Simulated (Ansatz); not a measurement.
# H6C16O: the cost of one run

Method: DFT PBE+D3(BJ), plane waves, PAW, scalar-relativistic, no spin polarisation, in Ansatz 0.2.0.

## Step 1: Starting point

The cell holds 23 atoms (C16H6O): a = 5.049 Å, b = 5.049 Å, c = 14.676 Å, α = 90.00°, β = 90.00°, γ = 60.00°.

The coordinates stand in the first input below.

## Step 2: Relaxing end A

The input, input.yaml:

```yaml
crystal:
  lattice:
    - [5.048742, 0.0, 0.0]
    - [2.524371, 4.372339, 0.0]
    - [0.0, 0.0, 14.676426]
  atoms:
    - { symbol: H, position: [0.1666667, 0.1666667, 0.0681365] }
    - { symbol: H, position: [0.6666667, 0.1666667, 0.0681365] }
    - { symbol: H, position: [0.1666667, 0.6666667, 0.0681365] }
    - { symbol: H, position: [0.6666667, 0.6666667, 0.0681365] }
    - { symbol: C, position: [0.1666667, 0.1666667, 0.1430866] }
    - { symbol: C, position: [0.6666667, 0.1666667, 0.1430866] }
    - { symbol: C, position: [0.1666667, 0.6666667, 0.1430866] }
    - { symbol: C, position: [0.6666667, 0.6666667, 0.1430866] }
    - { symbol: C, position: [-0.1666667, 0.3333333, 0.1781963] }
    - { symbol: C, position: [0.3333333, 0.3333333, 0.1781963] }
    - { symbol: C, position: [-0.1666667, 0.8333333, 0.1781963] }
    - { symbol: C, position: [0.3333333, 0.8333333, 0.1781963] }
    - { symbol: C, position: [-0.1666667, 0.3333333, 0.2835255] }
    - { symbol: C, position: [0.3333333, 0.3333333, 0.2835255] }
    - { symbol: C, position: [-0.1666667, 0.8333333, 0.2835255] }
    - { symbol: C, position: [0.3333333, 0.8333333, 0.2835255] }
    - { symbol: C, position: [0.0, 0.0, 0.3186352] }
    - { symbol: C, position: [0.5, 0.0, 0.3186352] }
    - { symbol: C, position: [0.0, 0.5, 0.3186352] }
    - { symbol: C, position: [0.5, 0.5, 0.3186352] }
    - { symbol: O, position: [0.7829669, 0.756241, 0.3751885] }
    - { symbol: H, position: [0.5759497, 0.8109088, 0.3888158] }
    - { symbol: H, position: [0.9012466, 0.542069, 0.3888158] }
basis:
  ecutwfc: 420.0
kpoints:
  mp_grid: { grid: [3, 3, 1] }
hamiltonian:
  xc: pbe
  dispersion: d3bj
  pseudopotentials: { kind: paw, azcp: { folder: soft_1 } }
scf:
  occupations: { method: gaussian, width: 0.02 }
  lower_state_search: "off"
relax:
  f_tol: 0.03
  max_steps: 60
  adjacent_minimum: "off"
  constraints: [{ sites: [0, 1, 2, 3, 4, 5, 6, 7, 8, 9, 10, 11] }]
```

The run is started by

```console
$ ansatz run input.yaml --threads 1 --pin off --max-ram 3072MiB --backend cpu --events-out ev --progress --plain --runs-dir out
```

What time and memory should one allow on 1 thread of Intel Xeon 6975P-C (Granite Rapids), shared host?

About 77 s, with a peak of 0.57 GiB.
